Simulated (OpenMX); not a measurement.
## Sb under changes of volume

One of the cells (30.502 Å³/atom); the others are scaled copies at fixed shape and fractional positions:

```
Sb
1.0
     3.14308    0.00000    0.00000
     0.00000    4.37631    0.00000
    -0.03917    0.00000    4.43503
Sb
2
Direct
  0.01139 0.25000 0.24117
  0.98861 0.75000 0.75883
```

This isn't the form of Sb at room conditions, which is rhombohedral.

* Program: OpenMX 3.8.5
* Functional: PBE
* Potentials or basis: OpenMX 2013 PBE set, Sb7.0-s3p2d2, fixed grid of 42 × 60 × 60 points
* k mesh: 9 × 7 × 7
* Occupations: fermi-dirac, width 0.05 eV
* Spin: no spin polarisation

| volume (Å³/atom) | energy over the lowest point (meV/atom) | largest force (eV/Å) |
| --- | --- | --- |
| 28.110 | ? | ? |
| 28.708 | 26.28 | 0.253 |
| 29.306 | 12.60 | 0.193 |
| 30.502 | 0.11 | 0.153 |
| 31.100 | 0.00 | 0.090 |
| 31.698 | 3.57 | 0.073 |

Problem. What does the run at 28.110 Å³/atom give?

Solution. Energy over the lowest point 45.47 meV/atom; largest force 0.324 eV/Å.

Worked out: A Birch-Murnaghan fit of order 3 (a polynomial in V^(-2/3)) to the other rows has its minimum at 30.80 Å³/atom with B0 = V·E''(V) = 52 GPa and B' = 5.4 at fixed shape and positions, which overstates the stiffness. It gives 45.72 meV/atom at 28.110 Å³/atom, against the run's 45.47.

Energies are extrapolated to zero smearing.

Caveats: the basis has few d functions beyond the semicore shells, which can make volumes several per cent too large; the basis of atomic orbitals isn't converged, which shifts pressures, moduli and gaps.
